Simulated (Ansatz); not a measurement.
BaS:

```
CELL_PARAMETERS angstrom
0.00000 3.19375 3.19375
3.19375 0.00000 3.19375
3.19375 3.19375 0.00000
ATOMIC_POSITIONS crystal
Ba 0.00000 0.00000 0.00000
S 0.50000 0.50000 0.50000
```

Program: Ansatz 0.2.0. Alike in all runs: task band structure; potentials or basis Ansatz PAW; no spin polarisation; cell as given; cutoff (eV) 420; smearing fermi-dirac 0.05 eV.

Task: Order these runs on this cell by their band gap on the k mesh, lowest first.
A. level RPBE; k mesh 7 × 7 × 7; points for each segment of the path 14; mesh quality not flagged
B. level LDA; k mesh 7 × 7 × 7; points for each segment of the path 14; mesh quality not flagged
C. level PBEsol0; k mesh 4 × 4 × 4; points for each segment of the path 4; mesh quality coarse

Result: B (2.07 eV), A (2.41 eV), C (3.70 eV).

Caveats: some runs use coarse meshes; spin-orbit coupling is left out, which moves the levels of the heavy elements; the k mesh misses the band edges, so the gap on the mesh is wider than the one along the path (some runs).

A k mesh can miss the band edges, odd and even meshes differently.

Runs at the PBE level aren't shown here.
